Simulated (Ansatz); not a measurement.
# Optical constants of Ti2C

All numbers below come from DFT PBEsol, scalar-relativistic, plane waves, PAW in Ansatz 0.2.0. Cutoff 420 eV, 18×18×18 k-points (Γ-centred), Fermi-Dirac smearing of 0.15 eV. No spin polarisation.

Relaxed structure:
```
CELL_PARAMETERS angstrom
1.52670 0.88144 4.78289
-1.52670 0.88144 4.78289
0.00000 -1.76288 4.78289
ATOMIC_POSITIONS crystal
Ti 0.24577 0.24577 0.24577
Ti 0.75423 0.75423 0.75423
C 0.50000 0.50000 0.50000
```

In a metal these results depend on the k mesh and the smearing.

Independent-particle response (no local fields, no excitons) on a 24×24×24 mesh, broadened by 0.1 eV; the Drude term is undamped and its weight carries the smearing above, which sets much of it in a semimetal. The run couldn't bound its error over part or most of this range, so small peaks and near ties are unsure. Light polarised along x. ε₁ lacks the small share of bands above those solved.

(1) Tabulate n, κ, the reflectivity and the absorption coefficient against photon energy.

(2) Where is the highest local maximum of ε₂ between 0.3 and 10 eV?

Answers

(1)
```
E (eV) n      κ     R  α (10⁵ cm⁻¹)
   0.1  0.55  36.97  1.00          3.75
   0.6  4.12   6.15  0.74          3.74
   1.1  3.08   3.86  0.61          4.30
   1.6  2.78   3.03  0.53          4.92
   2.1  2.87   2.29  0.43          4.87
   2.6  2.95   2.08  0.41          5.47
   3.1  3.29   2.22  0.44          6.96
   3.6  2.73   2.62  0.47          9.54
   4.1  2.48   2.40  0.44          9.95
   4.6  2.23   2.40  0.45         11.21
   5.1  1.97   2.14  0.41         11.08
   5.6  2.26   2.06  0.39         11.67
   6.1  2.13   2.51  0.47         15.49
   6.6  1.35   2.56  0.55         17.12
   7.1  1.29   2.00  0.44         14.40
   7.6  1.26   1.83  0.40         14.10
   8.1  1.36   1.93  0.42         15.86
   8.6  1.21   2.26  0.52         19.73
   9.1  0.71   1.79  0.54         16.52
   9.6  0.65   1.59  0.50         15.43
```

(2) At 0.5 eV, where ε₂ = 52.9.